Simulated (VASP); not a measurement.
A run of VASP 6.6.1 is set up as follows.

INCAR

```
SYSTEM = Mg
  PREC = Accurate
  ENCUT = 520
  EDIFF = 1E-7
  ISMEAR = 0
  SIGMA = 0.05
  LREAL = .False.
  LASPH = .True.
  NELM = 100
  ALGO = Fast
  ISIF = 2
  LWAVE = .False.
  LCHARG = .True.
  GGA = PE
  LELF = .True.
  LVHAR = .True.
  NBANDS = 7
```

File KPOINTS:

```
Automatic mesh
0
Gamma
  8 8 8
  0 0 0
```

POSCAR

```
Mg
1.0
   -1.7982377300      1.7982377300      1.7982377300
    1.7982377300     -1.7982377300      1.7982377300
    1.7982377300      1.7982377300     -1.7982377300
Mg
1
Direct
    0.0000000000      0.0000000000      0.0000000000
```

Potentials or basis: VASP PAW PBE potentials, release 64 (Mg).

Run with:

```bash
$ cat potpaw_PBE.64/Mg/POTCAR > POTCAR
$ mpirun -np 1 vasp_std > vasp.out
```

**Question.** What does it give for the band gap on the k mesh?

**Answer.** None (metal or under the smearing width).

**Question.** Predict the pressure.

**Answer.** -0.7 GPa.
